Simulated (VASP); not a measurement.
Here is a VASP 6.6.1 calculation.

File INCAR:

```
SYSTEM = Li3HS
  PREC = Accurate
  ENCUT = 600
  EDIFF = 1E-6
  ISMEAR = 0
  SIGMA = 0.03
  LREAL = .False.
  LASPH = .True.
  NELM = 80
  ALGO = Normal
  ISIF = 3
  LWAVE = .False.
  LCHARG = .False.
  GGA = PE
  IVDW = 12
  IBRION = 2
  NSW = 90
  EDIFFG = -0.01
```

The input KPOINTS:

```
Automatic mesh
0
Gamma
  8 8 8
  0 0 0
```

File POSCAR:

```
Li3HS
1.0
    3.8518900000      0.0000000000      0.0000000000
    0.0000000000      3.8518900000      0.0000000000
    0.0000000000      0.0000000000      3.8518900000
S H Li
1 1 3
Direct
    0.5000000000      0.5000000000      0.5000000000
    0.0000000000      0.0000000000      0.0000000000
    0.5000000000      0.0000000000      0.0000000000
    0.0000000000      0.5000000000      0.0000000000
    0.0000000000      0.0000000000      0.5000000000
```

Potentials or basis: VASP PAW PBE potentials, release 64 (S, H, Li_sv).

The run is started by

```bash
$ cat potpaw_PBE.64/S/POTCAR potpaw_PBE.64/H/POTCAR potpaw_PBE.64/Li_sv/POTCAR > POTCAR
$ mpirun -np 1 vasp_std > vasp.out
```

Question: What does it give for the band gap on the k mesh?

Answer: 4.62 eV, indirect (least direct gap 5.04 eV).

Question: What does it give for the relaxed cell?

Answer: a = 3.682 Å, b = 3.682 Å, c = 3.682 Å, α = 90.00°, β = 90.00°, γ = 90.00°.

Final structure:
```yaml
crystal:
  lattice:
    - [3.68229, 0.00000, 0.00000]
    - [0.00000, 3.68229, 0.00000]
    - [0.00000, 0.00000, 3.68229]
  atoms:
    - { symbol: S, position: [0.50000, 0.50000, 0.50000] }
    - { symbol: H, position: [0.00000, 0.00000, 0.00000] }
    - { symbol: Li, position: [0.50000, 0.00000, 0.00000] }
    - { symbol: Li, position: [0.00000, 0.50000, 0.00000] }
    - { symbol: Li, position: [0.00000, 0.00000, 0.50000] }
```

 A k mesh can miss the band edges.
